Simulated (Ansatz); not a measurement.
Au under pressure: fit and missing row

Au, Fm-3m, a = 4.084 Å. Ansatz: PBEsol, PAW, 420 eV, Γ-centred 18×18×18 mesh on 1 atom, Gaussian smearing 0.10 eV; no spin polarisation. Cell and atoms are relaxed at each pressure, and no other structure is tried, so the rows at high pressure may lie past a change of phase.

```
V (Å³/atom) P (GPa)
     13.983    59.96
     15.080    29.97
     15.873    14.99
     16.346     8.00
          ?     3.00
     17.026    -0.01
     17.343    -3.07
```

Take V0 = 17.026 Å³/atom, count pressures from its P0 = -0.01 GPa, fit the third-order Birch–Murnaghan form to the other rows, and predict the missing volume.

With the Eulerian strain f = ½[(V0/V)^(2/3) − 1] and y = (P − P0)/[3f(1 + 2f)^(5/2)], the form is the line y = B0 + 1.5 B0 (B0′ − 4) f. Rows (f, y): 0.07014, 205.3; 0.04214, 193.7; 0.02393, 185.9; 0.01377, 181.2; -0.00611, 172.2. Means f = 0.02877, y = 187.66; Σ(Δf)² = 0.003355, ΣΔfΔy = 1.455; the slope is their ratio. y = 175.2 + 433.7 f GPa, so B0 = 175.2 GPa and B0′ = 4 + 2 × (433.7)/(3 × 175.2) = 5.65. P = 3.00 GPa is met at f = 0.00550 (y = 177.59), so V = V0 (1 + 2f)^(−3/2) = 16.749 Å³/atom. The run gave 16.749 Å³/atom, the same to the digits shown.

Spin–orbit coupling is left out, which can shift energies with elements as heavy as these.